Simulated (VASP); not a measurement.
The system is SiC.

```xyz
2
Lattice="0.0000 2.1193 2.1193 2.1193 0.0000 2.1193 2.1193 2.1193 0.0000" Properties=species:S:1:pos:R:3 pbc="T T T"
Si    0.0000    0.0000    0.0000
C     2.1193    2.1193    2.1193
```

The cell was built by a generator and needn't be a form met in nature.

| Quantity | Value |
| --- | --- |
| Program | VASP 6.6.1 |
| Task | relaxation of cell and atoms |
| Functional | LDA |
| Potentials or basis | VASP PAW LDA potentials, release 64 (Si, C) |
| Cutoff | 600 eV |
| k mesh | 12 × 12 × 12 |
| Occupations | gaussian, width 0.03 eV |
| Spin | no spin polarisation |

At the start: pressure -30.8 GPa; volume 9.52 Å³/atom.

Problem. Where does the relaxation end?

Solution. Over 16 steps the energy falls by 164.8 meV/atom and the volume is 8.07 Å³/atom (-15.2 %); space group Fm-3m (No. 225, to 0.05 Å).

Step by step:
```csv
step,energy change (eV),largest force (eV/Å),pressure (GPa),volume (Å³)
1,0.0000,0.0000,-30.76,19.04
2,-0.1533,0.0000,37.50,14.43
3,-0.3295,0.0000,0.38,16.13
4,-0.3295,0.0000,-0.53,16.19
5,-0.3295,0.0000,-0.52,16.18
6,-0.3295,0.0000,-0.48,16.18
7,-0.3295,0.0000,-0.47,16.18
8,-0.3295,0.0000,-0.47,16.18
9,-0.3295,0.0000,-0.47,16.18
10,-0.3295,0.0000,-0.46,16.18
11,-0.3295,0.0000,-0.46,16.18
12,-0.3295,0.0000,-0.44,16.18
13,-0.3295,0.0000,-0.41,16.18
14,-0.3295,0.0000,-0.34,16.17
15,-0.3295,0.0000,-0.21,16.17
16,-0.3295,0.0000,0.09,16.15
```

Final structure:
```xyz
2
Lattice="0.0000 2.0062 2.0062 2.0062 0.0000 2.0062 2.0062 2.0062 0.0000" Properties=species:S:1:pos:R:3 pbc="T T T"
Si    0.0000    0.0000    0.0000
C     2.0062    2.0062    2.0062
```

Caveat: the volume moved by over 15 % at a fixed basis, so the end points are rough.
